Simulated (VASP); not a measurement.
# SnO (P4/nmm) in VASP: a series of runs

Runs on SnO. Level: r2SCAN+rVV10. Tasks: relaxation of cell and atoms.

Program: VASP 6.6.1. These are calculated values, not measurements. Logs are shortened: lines on timing, memory, paths and dates and some standing lists are left out, and cuts for length are marked.

## 1. Starting point

Symmetry: P4/nmm, No. 129, tetragonal system. Conventional cell: a = 3.799 Å, b = 3.799 Å, c = 4.841 Å, α = 90.00°, β = 90.00°, γ = 90.00°. Sn (site symmetry 4mm) has 4 O at 2.22 Å as nearest neighbours. Around O (site symmetry -4m2) lie 4 Sn at 2.22 Å.

## 2. Relaxation of cell and atoms, r2SCAN+rVV10

INCAR reads:

```
SYSTEM = SnO
ALGO     = Normal         ! electronic algorithm
BPARAM   = 11.95        
CPARAM   = 0.0093       
EDIFF    = 1E-7           ! SCF threshold, eV
EDIFFG   = -0.002         ! ionic threshold
ENCUT    = 520            ! plane-wave cutoff, eV
IBRION   = 2              ! ionic algorithm
ISIF     = 3              ! what is computed and relaxed
ISMEAR   = 0              ! smearing method
IVDW_NL  = 2            
LASPH    = .TRUE.         ! aspherical terms in the spheres
LCHARG   = .FALSE.        ! write CHGCAR
LMIXTAU  = .TRUE.       
LREAL    = .FALSE.        ! projectors in reciprocal space
LUSE_VDW = .TRUE.       
LWAVE    = .FALSE.        ! write WAVECAR
METAGGA  = R2SCAN         ! meta-GGA
NELM     = 100            ! most SCF steps
NSW      = 80             ! ionic steps
PREC     = Accurate       ! precision mode
SIGMA    = 0.02           ! smearing width, eV
```

KPOINTS reads:

```
k-points
0
G
  8 8 6
  0 0 0
```

POSCAR reads:

```
SnO
1.0
    3.7986000000      0.0000000000      0.0000000000
    0.0000000000      3.7986000000      0.0000000000
    0.0000000000      0.0000000000      4.8408000000
Sn O
2 2
Direct
    0.5000000000      0.0000000000      0.2369000000
    0.0000000000      0.5000000000      0.7631000000
    0.0000000000      0.0000000000      0.0000000000
    0.5000000000      0.5000000000      0.0000000000
```

Potentials or basis: VASP PAW PBE potentials, release 64 (Sn_d, O).

Run with:

```console
$ cat potpaw_PBE.64/Sn_d/POTCAR potpaw_PBE.64/O/POTCAR > POTCAR
$ mpirun -np 1 vasp_std > vasp.out
```

OUTCAR:

```text
SYSTEM = SnO
   BPARAM = 11.95
   EDIFF = 1E-7
   EDIFFG = -0.002
   ENCUT = 520
   IBRION = 2
   ISIF = 3
   ISMEAR = 0
   IVDW_NL = 2
   LASPH = .TRUE.
   LREAL = .FALSE.
   METAGGA = R2SCAN
   NELM = 100
   NSW = 80
   PREC = Accurate

 ion  position               nearest neighbor table
   1  0.500  0.000  0.237-   3 2.22   4 2.22   4 2.22   3 2.22   2 3.53   2 3.53   2 3.53   2 3.53
                             2 3.70   2 3.70   2 3.70   2 3.70
   2  0.000  0.500  0.763-   3 2.22   4 2.22   3 2.22   4 2.22   1 3.53   1 3.53   1 3.53   1 3.53
                             1 3.70   1 3.70   1 3.70   1 3.70
   3  0.000  0.000  0.000-   1 2.22   2 2.22   2 2.22   1 2.22
   4  0.500  0.500  0.000-   1 2.22   2 2.22   1 2.22   2 2.22

  LATTYP: Found a simple tetragonal cell.
 ALAT       =     3.7986000000
 C/A-ratio  =     1.2743642395

  Lattice vectors:

 A1 = (   3.7986000000,   0.0000000000,   0.0000000000)
 A2 = (   0.0000000000,   3.7986000000,   0.0000000000)
 A3 = (   0.0000000000,   0.0000000000,   4.8408000000)

Analysis of symmetry for initial positions (statically):
=====================================================================
 Subroutine PRICEL returns:
 Original cell was already a primitive cell.

 Routine SETGRP: Setting up the symmetry group for a
 simple tetragonal supercell.

 Subroutine GETGRP returns: Found 16 space group operations
 (whereof  8 operations were pure point group operations)
 out of a pool of 16 trial point group operations.

The static configuration has the point symmetry D_2d.
 The point group associated with its full space group is D_4h.

Analysis of symmetry for dynamics (positions and initial velocities):
=====================================================================
 Subroutine PRICEL returns:
 Original cell was already a primitive cell.

 Routine SETGRP: Setting up the symmetry group for a
 simple tetragonal supercell.

 Subroutine GETGRP returns: Found 16 space group operations
 (whereof  8 operations were pure point group operations)
 out of a pool of 16 trial point group operations.

The dynamic configuration has the point symmetry D_2d.
 The point group associated with its full space group is D_4h.

 Subroutine INISYM returns: Found 16 space group operations
 (whereof  8 operations are pure point group operations),
 and found     1 'primitive' translations

[... 120 lines left out ...]
  Fermi-wavevector in a.u.,A,eV,Ry     =   1.359482  2.569048 25.146163  1.848191
  Thomas-Fermi vector in A             =   2.486226
   LORBIT       =      0    0 simple, 1 ext, 2 COOP (PROOUT), +10 PAW based schemes
   METAGGA = R2SCAN    functional components
   LHFCALC =     F    Hartree Fock is set to
   AEXX    =    0.0000 exact exchange contribution
   IVDW_NL    =     2    kernel type
   BPARAM     =11.9500
   IVDW    =     0    specifies the selected vdW correction
   LEPSILON=     F    determine dielectric tensor
   LRPA    =     F    only Hartree local field effects (RPA)
 conjugate gradient relaxation of ions
 non-spin polarized calculation
 Gauss-broadening in eV      SIGMA  =   0.02
  energy-cutoff  :      520.00
  volume of cell :       69.85
 maximum number of plane-waves:      1900
   NGX = 15   NGY = 15   NGZ = 19

--------------------------------------- Ionic step        1  -------------------------------------------

 number of electron      39.9999994 magnetization

 Free energy of the ion-electron system (eV)
  ---------------------------------------------------
  ext. energy  EPLUGINS =         0.00000000
  ---------------------------------------------------
  free energy    TOTEN  =       -65.82703559 eV

  energy without entropy =      -65.82703559  energy(sigma->0) =      -65.82703559

------------------------ aborting loop because EDIFF is reached ----------------------------------------

  FORCE on cell =-STRESS in cart. coord.  units (eV):
  Direction    XX          YY          ZZ          XY          YZ          ZX
  --------------------------------------------------------------------------------------
  -------------------------------------------------------------------------------------
  Total        0.1272784      0.1272784      0.0512791      0.0000000      0.0000000      0.0000000
  in kB        2.9194492      2.9194492      1.1762150      0.0000000      0.0000000      0.0000000
  external PRESSURE =       2.3383711 kB  Pullay stress =       0.0000000 kB
[... 95 lines left out ...]
  FREE ENERGIE OF THE ION-ELECTRON SYSTEM (eV)
  ---------------------------------------------------
  free  energy   TOTEN  =       -65.8280185003 eV

  energy  without entropy=      -65.8280184975  energy(sigma->0) =      -65.82801850

[... ionic steps 4 to 12 ...]

--------------------------------------- Ionic step       13  -------------------------------------------

 number of electron      39.9999993 magnetization

------------------------ aborting loop because EDIFF is reached ----------------------------------------
[... 71 lines left out ...]
--------------------------------------- Ionic step       15  -------------------------------------------

 number of electron      39.9999993 magnetization

 Free energy of the ion-electron system (eV)
  ---------------------------------------------------
  ext. energy  EPLUGINS =         0.00000000
  ---------------------------------------------------
  free energy    TOTEN  =       -65.83088097 eV

  energy without entropy =      -65.83080466  energy(sigma->0) =      -65.83084281

 E-fermi :   7.4096     XC(G=0): -11.1270

 val. band max:        7.3768418526   @ k =   0.1250   0.0000   0.0000
 cond. band min:       7.4100573491   @ k =   0.5000   0.5000   0.0000
 fundamental gap:      0.0332154964
 Fermi energy:         7.4096013080

 k-point     1 :       0.0000    0.0000    0.0000
  band No.  band energies     occupation
      1     -15.5815      2.00000
      2     -15.0102      2.00000
      3     -15.0054      2.00000
      4     -15.0054      2.00000
      5     -14.9533      2.00000
      6     -14.9342      2.00000
[... 637 lines left out ...]
     23      12.6883      0.00000
     24      12.6883      0.00000

 [... further k-points ...]

------------------------ aborting loop because EDIFF is reached ----------------------------------------

  FORCE on cell =-STRESS in cart. coord.  units (eV):
  Direction    XX          YY          ZZ          XY          YZ          ZX
  --------------------------------------------------------------------------------------
  -------------------------------------------------------------------------------------
  Total        0.0047422      0.0047422     -0.0004057      0.0000000      0.0000000      0.0000000
  in kB        0.1107555      0.1107555     -0.0094742      0.0000000      0.0000000      0.0000000
  external PRESSURE =       0.0706790 kB  Pullay stress =       0.0000000 kB
[... 19 lines left out ...]
  FREE ENERGIE OF THE ION-ELECTRON SYSTEM (eV)
  ---------------------------------------------------
  free  energy   TOTEN  =       -65.8308809701 eV

  energy  without entropy=      -65.8308046575  energy(sigma->0) =      -65.83084281

 reached required accuracy - stopping structural energy minimisation
```

OSZICAR:

```text
N       E                     dE             d eps       ncg     rms          rms(c)
DAV:   1     0.362095195301E+03    0.36210E+03   -0.21255E+04  2912   0.263E+03
DAV:   2    -0.208976687970E+02   -0.38299E+03   -0.37661E+03  3160   0.593E+02
[... 165 lines left out ...]
DAV:   1    -0.658308841945E+02   -0.37835E-05   -0.20441E-04  4536   0.167E-01    0.123E-02
DAV:   2    -0.658308812288E+02    0.29657E-05   -0.11983E-05  4152   0.410E-02    0.444E-03
DAV:   3    -0.658308805705E+02    0.65829E-06   -0.13743E-06  3544   0.242E-02    0.176E-03
DAV:   4    -0.658308806809E+02   -0.11044E-06   -0.74533E-07  2912   0.138E-02    0.485E-04
DAV:   5    -0.658308808791E+02   -0.19816E-06   -0.19388E-07  2160   0.423E-03    0.307E-04
DAV:   6    -0.658308809701E+02   -0.90999E-07   -0.26566E-08  1456   0.164E-03
  15 F= -.65830881E+02 E0= -.65830843E+02  d E =-.582823E-05
```

CONTCAR:

```text
SnO
   1.00000000000000
     3.7983898961880622    0.0000000000000000    0.0000000000000000
     0.0000000000000000    3.7983898961880622   -0.0000000000000000
     0.0000000000000000    0.0000000000000000    4.7547723005778568
  Sn              O
     2     2
Direct
     0.5000000000000000    1.0000000000000000    0.2423082761522879
     0.0000000000000000    0.5000000000000000    0.7576917238477121
     0.0000000000000000    1.0000000000000000    1.0000000000000000
     0.5000000000000000    0.5000000000000000    0.0000000000000000

  0.00000000E+00  0.00000000E+00  0.00000000E+00
  0.00000000E+00  0.00000000E+00  0.00000000E+00
  0.00000000E+00  0.00000000E+00  0.00000000E+00
  0.00000000E+00  0.00000000E+00  0.00000000E+00
```

Wall time 35 min (1 thread of Intel Xeon Platinum 8488C (Sapphire Rapids), shared host); peak memory 0.35 GiB.

Results:

```
Free energy                            : -65.8309 eV
Relaxed volume                         : 17.15 Å³/atom
Relaxed cell                           : a = 3.798 Å, b = 3.798 Å, c = 4.755 Å, α = 90.00°, β = 90.00°, γ = 90.00°
Space group after relaxing (to 0.05 Å) : P4/nmm (No. 129)
Energy gained by relaxing              : 1.0 meV/atom
Ionic steps                            : 15
Pressure after relaxing                : 0.0 GPa
Band gap on the k mesh                 : none (metal or under the smearing width)
```

Step by step:
| step | energy change (eV) | largest force (eV/Å) | pressure (GPa) | volume (Å³) |
| --- | --- | --- | --- | --- |
| 1 | 0.0000 | 0.1685 | 0.23 | 69.85 |
| 2 | -0.0006 | 0.0479 | -0.70 | 70.11 |
| 3 | -0.0010 | 0.0330 | -0.36 | 70.01 |
| 4 | -0.0019 | 0.0176 | -0.23 | 69.73 |
| 5 | -0.0027 | 0.0043 | 0.00 | 69.21 |
| 6 | -0.0029 | 0.0078 | 0.08 | 68.96 |
| 7 | -0.0036 | 0.0103 | -0.03 | 68.82 |
| 8 | -0.0038 | 0.0129 | -0.11 | 68.70 |
| 9 | -0.0037 | 0.0479 | 0.22 | 68.48 |
| 10 | -0.0038 | 0.0063 | 0.00 | 68.63 |
| 11 | -0.0038 | 0.0050 | -0.01 | 68.64 |
| 12 | -0.0038 | 0.0057 | -0.01 | 68.64 |
| 13 | -0.0038 | 0.0025 | 0.00 | 68.61 |
| 14 | -0.0038 | 0.0022 | 0.01 | 68.61 |
| 15 | -0.0038 | 0.0017 | 0.01 | 68.60 |

Final structure:
```yaml
crystal:
  lattice:
    - [3.79839, 0.00000, 0.00000]
    - [0.00000, 3.79839, 0.00000]
    - [0.00000, 0.00000, 4.75477]
  atoms:
    - { symbol: Sn, position: [0.50000, 0.00000, 0.24231] }
    - { symbol: Sn, position: [0.00000, 0.50000, 0.75769] }
    - { symbol: O, position: [0.00000, 0.00000, 0.00000] }
    - { symbol: O, position: [0.50000, 0.50000, 0.00000] }
```

Caveat: the PAW data sets were made with another functional, which shifts forces and pressure a little.

## 3. Relaxation of cell and atoms, r2SCAN+rVV10

This run uses another cell than the first one, of 17.15 Å³/atom, 0.982 times its volume.

INCAR is that of step 2.

KPOINTS is that of step 2.

POSCAR reads:

```
SnO                                     
1.0
    3.7983898962      0.0000000000      0.0000000000
    0.0000000000      3.7983898962     -0.0000000000
    0.0000000000      0.0000000000      4.7547723006
  Sn              O             
     2     2
Direct
     0.5000000000000000    1.0000000000000000    0.2423082761522879
     0.0000000000000000    0.5000000000000000    0.7576917238477121
     0.0000000000000000    1.0000000000000000    1.0000000000000000
     0.5000000000000000    0.5000000000000000    0.0000000000000000
```

Potentials or basis: VASP PAW PBE potentials, release 64 (Sn_d, O).

Run with:

```console
$ cat potpaw_PBE.64/Sn_d/POTCAR potpaw_PBE.64/O/POTCAR > POTCAR
$ mpirun -np 1 vasp_std > vasp.out
```

It took 11 min on 1 thread of Intel Xeon Platinum 8488C (Sapphire Rapids), shared host; peak memory 0.35 GiB.

Results (log left out):

```
Free energy                            : -65.8294 eV
Relaxed volume                         : 17.15 Å³/atom
Relaxed cell                           : a = 3.799 Å, b = 3.799 Å, c = 4.755 Å, α = 90.00°, β = 90.00°, γ = 90.00°
Space group after relaxing (to 0.05 Å) : P4/nmm (No. 129)
Energy gained by relaxing              : 0.0 meV/atom
Ionic steps                            : 3
Pressure after relaxing                : 0.0 GPa
Band gap on the k mesh                 : none (metal or under the smearing width)
```

Final structure:
```
CELL_PARAMETERS angstrom
3.79857 0.00000 0.00000
0.00000 3.79857 0.00000
0.00000 0.00000 4.75482
ATOMIC_POSITIONS crystal
Sn 0.50000 0.00000 0.24232
Sn 0.00000 0.50000 0.75768
O 0.00000 0.00000 0.00000
O 0.50000 0.50000 0.00000
```

Levels at points of the mesh, in eV from the Fermi level:
| k point | band 18 | band 19 | band 20 | band 21 | band 22 | band 23 |
| --- | --- | --- | --- | --- | --- | --- |
| (0.00, 0.00, 0.00) | -3.61 | -3.61 | 0.02 | 2.48 | 4.71 | 4.71 |
| (0.50, 0.00, 0.00) | -5.32 | -3.08 | -3.08 | 3.56 | 3.56 | 6.13 |
| (0.50, 0.50, 0.00) | -2.93 | -2.15 | -2.15 | 0.00 | 0.00 | 4.73 |
| (0.00, 0.00, 0.50) | -3.62 | -2.93 | -2.58 | 1.96 | 2.93 | 2.93 |
| (0.50, 0.00, 0.50) | -5.27 | -2.04 | -2.04 | 2.87 | 2.87 | 5.56 |
| (0.50, 0.50, 0.50) | -3.03 | -2.93 | -2.93 | 2.36 | 2.36 | 4.54 |

Caveat: the PAW data sets were made with another functional, which shifts forces and pressure a little.
